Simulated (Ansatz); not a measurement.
HgTe:

```
Hg Te
1.0
     0.00000    3.18000    3.18000
     3.18000    0.00000    3.18000
     3.18000    3.18000    0.00000
Hg Te
1 1
Direct
  0.00000 0.00000 0.00000
  0.50000 0.50000 0.50000
```

Measurements of this composition are mostly on another form, of space group No. 216.

Base run:

| Quantity | Value |
| --- | --- |
| Program | Ansatz 0.2.0 |
| Functional | PBEsol |
| Potentials or basis | Ansatz PAW |
| Cutoff | 420 eV (not typed: the program's choice for these potentials) |
| k mesh | 7 × 7 × 7 |
| Occupations | fermi-dirac, width 0.05 eV |
| Spin | no spin polarisation |

Its results: band gap on the k mesh none (metal or under the smearing width); pressure -6.5 GPa.

Q: The run is repeated on the same cell with these changes: functional from PBEsol to PBE; occupations from fermi-dirac, width 0.05 eV to gaussian, width 0.011 eV. What comes out?

A: Band gap on the k mesh none (metal or under the smearing width); pressure -3.8 GPa.

Caveats: spin-orbit coupling is left out, which moves the levels of the heavy elements (some runs); the PAW data sets come from PBE, with cores solved anew for the run's functional, which leaves a small shift of forces and pressure (some runs).
